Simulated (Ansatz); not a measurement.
**N started midway between two neighbours in wurtzite AlN, 97 atoms, charge 0**

All numbers come from Ansatz (PAW, plane waves, no spin–orbit coupling) at the single k point (¼, ¼, ¼) without its symmetry partners. The atoms were relaxed with PBEsol in a fixed cell; other functionals are single points on those atoms unless said otherwise. The valence top and gap of the host come from its small cell on a dense mesh, with the band extrema sought between the mesh points, lined up by the mean potential, PBEsol gap 4.09 eV, HSE06 gap 5.54 eV.

Cell: a = 9.341 Å, b = 10.787 Å, c = 9.967 Å, α = 90.00°, β = 90.00°, γ = 90.00°.

Nearest atoms after relaxation, from the placed atom (for vacancies from the middle of the vacant sites): N at 1.38 Å, Al at 1.84 Å, Al at 1.86 Å, Al at 2.21 Å, Al at 2.34 Å, N at 2.58 Å, N at 2.62 Å, N at 2.83 Å.

Chemical potentials μ are those of reference phases of the elements at zero temperature by the same functional (the usual solids, diamond for C, grey Sn, and the molecules H2, N2, O2, F2, Cl2, Br2 and S8).

| functional | E(defect) − E(host) − Σ nμ + q·E_VBM (eV) | monopole (eV) | alignment (eV) | formation energy at E_F = VBM (eV) | moment (μB) | wall time, shared host |
| --- | --- | --- | --- | --- | --- | --- |
| PBEsol | 4.56 | 0.00 | 0.00 | 4.56 | 1.0 | 83 s on NVIDIA H100 (relaxation) |
| HSE06 | 4.87 | 0.00 | 0.00 | 4.87 | 1.0 | 76 s on NVIDIA H100 |

HSE06 one-electron levels near the gap (the ten most localised at most), from the host's valence top:

```tsv
level (eV)	spin	filling	atoms sharing it	element of the atom with most weight
-0.28	down	1.00	55.9	spread
-0.28	up	1.00	56.1	spread
-0.18	up	1.00	54.3	spread
-0.17	down	1.00	52.7	spread
0.67	up	1.00	4.9	N
1.06	up	1.00	4.5	N
1.27	down	1.00	4.5	N
3.57	down	0.00	3.4	N
```

All elements are taken at their own reference at once; growth conditions in equilibrium with the host shift these energies, by up to the host's formation enthalpy.

One k point and a cell of this size can leave errors of several tenths of an eV in such numbers.
